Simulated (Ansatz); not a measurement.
**SiC (Moissanite): equation of state with revPBE**

Crystal: SiC (Moissanite).

```
Si C
1.0
     3.07600    0.00000    0.00000
    -1.53800    2.66389    0.00000
     0.00000    0.00000    5.04800
Si C
2 2
Direct
  0.66667 0.33333 0.50000
  0.33333 0.66667 0.00000
  0.66667 0.33333 0.88500
  0.33333 0.66667 0.38500
```

```json
{
 "Program": "Ansatz 0.2.0",
 "Task": "equation of state",
 "Functional": "revPBE",
 "Potentials or basis": "Ansatz PAW",
 "Cutoff": "420 eV",
 "Density cutoff": "1680 eV",
 "k mesh": "10 × 10 × 5",
 "Occupations": "fermi-dirac, width 0.05 eV",
 "Spin": "no spin polarisation"
}
```

```yaml
Equilibrium_volume: 10.64 Å³/atom
Bulk_modulus_at_fixed_shape_and_positions: 207 GPa
Pressure_derivative_of_the_bulk_modulus: 3.9
```

Energy against volume, from the lowest point:
| volume (Å³/atom) | energy (meV/atom) |
| --- | --- |
| 9.721 | 58.54 |
| 9.927 | 33.67 |
| 10.134 | 16.07 |
| 10.341 | 5.04 |
| 10.548 | 0.00 |
| 10.755 | 0.38 |
| 10.961 | 5.69 |

All runs of the series together: 11 s on 2 threads of Arm Neoverse V1 (shared host).

Caveat: the potentials were made for another functional, which shifts forces and pressure; the cell was scaled at fixed shape and fractional positions, which overstates the stiffness of a crystal with free parameters, most of all of layers and chains.
